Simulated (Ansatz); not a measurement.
A (001) slab of SiNi (Pnma (No. 62)), 16 planes, outer planes Ni (top) and Ni (bottom), with 16 atoms (Si8Ni8) in a surface cell of A = 17.084 Å², as cut from the bulk:

```
CELL_PARAMETERS angstrom
3.35777 0.00000 0.00000
0.00000 5.08783 0.00000
0.00000 0.00000 25.36343
ATOMIC_POSITIONS crystal
Ni 0.75000 0.50930 0.29570
Si 0.25000 0.82143 0.31768
Si 0.75000 0.17857 0.35541
Ni 0.25000 0.49070 0.37738
Ni 0.25000 0.99070 0.40467
Si 0.75000 0.67857 0.42665
Si 0.25000 0.32143 0.46438
Ni 0.75000 0.00930 0.48635
Ni 0.75000 0.50930 0.51365
Si 0.25000 0.82143 0.53562
Si 0.75000 0.17857 0.57335
Ni 0.25000 0.49070 0.59533
Ni 0.25000 0.99070 0.62262
Si 0.75000 0.67857 0.64459
Si 0.25000 0.32143 0.68232
Ni 0.75000 0.00930 0.70430
```

Computed with Ansatz, DFT PBEsol, scalar-relativistic, plane waves, PAW. Settings: cutoff 420 eV, Γ-centred mesh 10×7×1 on the computed 16-atom cell, Gaussian smearing of 0.10 eV; no spin polarisation.

Against the same 16 atoms in the bulk, the slab as cut lies 6.219 eV higher and the relaxed slab 5.731 eV higher. Bulk and slab both ran without spin polarisation, so these energies, and the surface energy and work of the cut from them, are those of a non-magnetic state, though Ni often carries moments.

Question: Work out the surface energy before and after relaxation.

Answer: The slab has two faces, so γ = (E_slab − N·E_bulk)/(2A), the mean of both. As cut: 6.219/(2 × 17.084) = 0.1820 eV/Å², and 1 eV/Å² = 16.02 J/m², so γ = 2.92 J/m². Relaxed: 5.731/(2 × 17.084) = 0.1677 eV/Å² = 2.69 J/m². Relaxation recovers 8 % of the cost of cutting.

Question: What is the ideal work of this cut, per area?

Answer: Griffith's ideal work is 2γ: 5.83 J/m² if the new faces stay rigid, 5.37 J/m² if they relax. Other cuts parallel to this plane can cost less. One thickness was run, 16 planes, so γ can still shift with it.

The slab was run without spin polarisation; whether its Ni atoms carry moments at the surface wasn't tested.